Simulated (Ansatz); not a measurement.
## Os (simple cubic): energy against volume

Method: DFT, RPBE, plane waves (420 eV) with PAW, scalar-relativistic (Ansatz). The PAW files were generated under PBE, with cores re-solved for the functional.

The cell is scaled uniformly from the relaxed one, with fractional coordinates and shape fixed. Energies are extrapolated to zero smearing, pressures are those at the given smearing. Magnetic state: spin not included.

A Birch-Murnaghan fit gives V₀ = 16.95 Å³/atom, B₀ = 258 GPa, B₀′ = 4.7.

(1) What are the energy above the minimum and the pressure at 14.909 Å³/atom?

(2) What are the energy above the minimum and the pressure at 15.587 Å³/atom?

(3) What are the energy above the minimum and the pressure at 17.620 Å³/atom?

Answers

(1) 252.4 meV/atom and 44.96 GPa as computed.

(2) 103.6 meV/atom and 26.65 GPa as computed.

(3) 19.8 meV/atom and -8.87 GPa as computed.
